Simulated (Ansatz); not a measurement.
Steps from a short run of molecular dynamics on a 2×2×2 supercell (16 atoms) of InP (zincblende), relaxed with r2SCAN; forces from r2SCAN in the PAW code Ansatz, 2×2×2 mesh, Fermi-Dirac smearing of 0.190 eV, a Langevin thermostat at fixed volume, set at 2200 K. Classical nuclei, no spin polarisation; a few dozen steps show the first response, not equilibrium.

Cell vectors in Å:
```
0.0000 5.9076 5.9076
5.9076 0.0000 5.9076
5.9076 5.9076 0.0000
```

Question: At 4 fs the positions in Å are
```
In  -0.004   0.012   0.020
P    1.465   1.470   1.518
In   2.959   2.972  -0.005
P    4.393   4.428   1.440
In   2.939  -0.023   2.969
P    4.395   1.492   4.420
In   5.894   2.967   2.948
P    7.397   4.411   4.438
In  -0.014   2.942   2.937
P    1.445   4.432   4.430
In   2.948   5.916   2.951
P    4.524   7.369   4.462
In   2.972   2.972   5.899
P    4.441   4.400   7.380
In   5.919   5.885   5.898
P    7.457   7.403   7.410
```
What are the forces, and how far does the free energy (smearing included) lie above that of step 0, with the atoms on their sites?

Answer: 8.3 meV an atom; forces in eV/Å:
```
In  -0.093   0.087  -0.197
P    0.259   0.014  -0.419
In  -0.019  -0.629  -0.037
P    0.323   0.141   0.417
In   0.184   0.032  -0.150
P    0.342  -0.160   0.002
In   0.011  -0.133  -0.151
P   -0.188  -0.034  -0.101
In   0.158   0.105   0.209
P    0.192   0.104  -0.006
In   0.281  -0.106   0.412
P   -0.871   0.090  -0.195
In  -0.251   0.015  -0.107
P   -0.066   0.404   0.058
In   0.409   0.063   0.533
P   -0.673   0.006  -0.268
```

Question: At 8 fs the positions in Å are
```
In  -0.009   0.018   0.039
P    1.452   1.466   1.561
In   2.966   2.984  -0.006
P    4.354   4.420   1.404
In   2.926  -0.047   2.982
P    4.352   1.495   4.413
In   5.880   2.984   2.935
P    7.412   4.392   4.455
In  -0.031   2.929   2.912
P    1.423   4.431   4.423
In   2.935   5.925   2.950
P    4.612   7.352   4.496
In   2.996   2.988   5.894
P    4.452   4.368   7.374
In   5.930   5.863   5.882
P    7.522   7.427   7.434
```
What are the forces, and how far does the free energy (smearing included) lie above that of step 0, with the atoms on their sites?

Answer: 33.1 meV an atom; forces in eV/Å:
```
In  -0.124   0.141  -0.370
P    0.500  -0.113  -0.859
In  -0.096  -1.259  -0.122
P    0.689   0.440   0.882
In   0.296   0.044  -0.270
P    0.786  -0.226  -0.086
In   0.010  -0.309  -0.149
P   -0.389  -0.098  -0.313
In   0.301   0.190   0.551
P    0.277   0.169   0.065
In   0.575  -0.272   0.735
P   -1.677   0.347  -0.518
In  -0.585   0.024  -0.248
P   -0.122   0.875   0.098
In   0.791  -0.031   1.097
P   -1.232   0.078  -0.493
```

Question: At 12 fs the positions in Å are
```
In  -0.015   0.018   0.058
P    1.444   1.451   1.612
In   2.978   2.993  -0.007
P    4.312   4.406   1.376
In   2.915  -0.070   2.994
P    4.309   1.495   4.394
In   5.869   3.006   2.916
P    7.418   4.378   4.462
In  -0.049   2.915   2.886
P    1.411   4.428   4.410
In   2.920   5.936   2.947
P    4.685   7.326   4.530
In   3.022   2.999   5.892
P    4.464   4.334   7.366
In   5.939   5.845   5.870
P    7.577   7.452   7.458
```
What are the forces, and how far does the free energy (smearing included) lie above that of step 0, with the atoms on their sites?

Answer: 71.6 meV an atom; forces in eV/Å:
```
In  -0.133   0.193  -0.551
P    0.641  -0.190  -1.368
In  -0.342  -1.884  -0.332
P    1.121   0.874   1.334
In   0.408  -0.012  -0.380
P    1.237  -0.223  -0.039
In  -0.021  -0.507  -0.098
P   -0.500  -0.229  -0.383
In   0.415   0.191   0.970
P    0.278   0.216   0.182
In   0.833  -0.531   1.046
P   -2.360   0.840  -0.954
In  -0.901  -0.020  -0.468
P   -0.159   1.348   0.140
In   1.164  -0.302   1.629
P   -1.681   0.236  -0.729
```

Question: At 16 fs the positions in Å are
```
In  -0.017   0.017   0.075
P    1.441   1.423   1.660
In   2.991   2.989  -0.005
P    4.267   4.400   1.358
In   2.905  -0.092   3.006
P    4.273   1.484   4.360
In   5.856   3.031   2.900
P    7.425   4.355   4.460
In  -0.064   2.900   2.861
P    1.401   4.426   4.394
In   2.908   5.950   2.941
P    4.737   7.301   4.564
In   3.047   3.010   5.890
P    4.466   4.319   7.350
In   5.954   5.826   5.864
P    7.622   7.477   7.483
```
What are the forces, and how far does the free energy (smearing included) lie above that of step 0, with the atoms on their sites?

Answer: 112.2 meV an atom; forces in eV/Å:
```
In  -0.183   0.163  -0.715
P    0.654  -0.157  -1.790
In  -0.588  -2.372  -0.562
P    1.564   1.271   1.656
In   0.493  -0.144  -0.483
P    1.584  -0.053   0.197
In  -0.063  -0.702  -0.094
P   -0.582  -0.316  -0.312
In   0.411   0.217   1.276
P    0.283   0.249   0.300
In   0.999  -0.824   1.372
P   -2.828   1.360  -1.398
In  -1.187  -0.194  -0.780
P   -0.031   1.613   0.322
In   1.495  -0.592   2.007
P   -2.019   0.479  -0.994
```

Question: At 20 fs the positions in Å are
```
In  -0.017   0.016   0.092
P    1.434   1.387   1.706
In   3.002   2.980  -0.005
P    4.237   4.393   1.358
In   2.888  -0.109   3.021
P    4.252   1.477   4.331
In   5.849   3.055   2.881
P    7.418   4.332   4.465
In  -0.081   2.890   2.841
P    1.392   4.440   4.368
In   2.897   5.965   2.939
P    4.764   7.285   4.590
In   3.071   3.018   5.888
P    4.473   4.319   7.334
In   5.966   5.803   5.864
P    7.650   7.512   7.502
```
What are the forces, and how far does the free energy (smearing included) lie above that of step 0, with the atoms on their sites?

Answer: 143.3 meV an atom; forces in eV/Å:
```
In  -0.244   0.107  -0.870
P    0.563   0.033  -2.105
In  -0.712  -2.641  -0.661
P    1.753   1.544   1.745
In   0.639  -0.318  -0.471
P    1.784   0.084   0.404
In  -0.122  -0.875  -0.045
P   -0.512  -0.380  -0.272
In   0.448   0.203   1.495
P    0.270   0.140   0.485
In   1.083  -0.961   1.506
P   -3.006   1.669  -1.642
In  -1.413  -0.290  -1.076
P   -0.018   1.719   0.519
In   1.625  -0.598   2.150
P   -2.139   0.563  -1.162
```

Question: At 24 fs the positions in Å are
```
In  -0.019   0.017   0.110
P    1.425   1.348   1.735
In   3.013   2.968  -0.006
P    4.209   4.389   1.366
In   2.868  -0.122   3.038
P    4.241   1.471   4.307
In   5.846   3.073   2.865
P    7.404   4.305   4.476
In  -0.094   2.883   2.824
P    1.380   4.465   4.335
In   2.899   5.977   2.939
P    4.765   7.279   4.620
In   3.099   3.026   5.886
P    4.491   4.327   7.326
In   5.974   5.779   5.870
P    7.662   7.539   7.521
```
What are the forces, and how far does the free energy (smearing included) lie above that of step 0, with the atoms on their sites?

Answer: 163.5 meV an atom; forces in eV/Å:
```
In  -0.320  -0.006  -1.047
P    0.436   0.279  -2.236
In  -0.800  -2.769  -0.705
P    1.895   1.716   1.740
In   0.765  -0.514  -0.395
P    1.875   0.208   0.578
In  -0.198  -1.010  -0.012
P   -0.376  -0.361  -0.285
In   0.530   0.098   1.708
P    0.280  -0.046   0.731
In   1.058  -0.949   1.546
P   -2.883   1.742  -1.767
In  -1.632  -0.360  -1.241
P   -0.204   1.711   0.651
In   1.643  -0.366   2.068
P   -2.069   0.626  -1.335
```
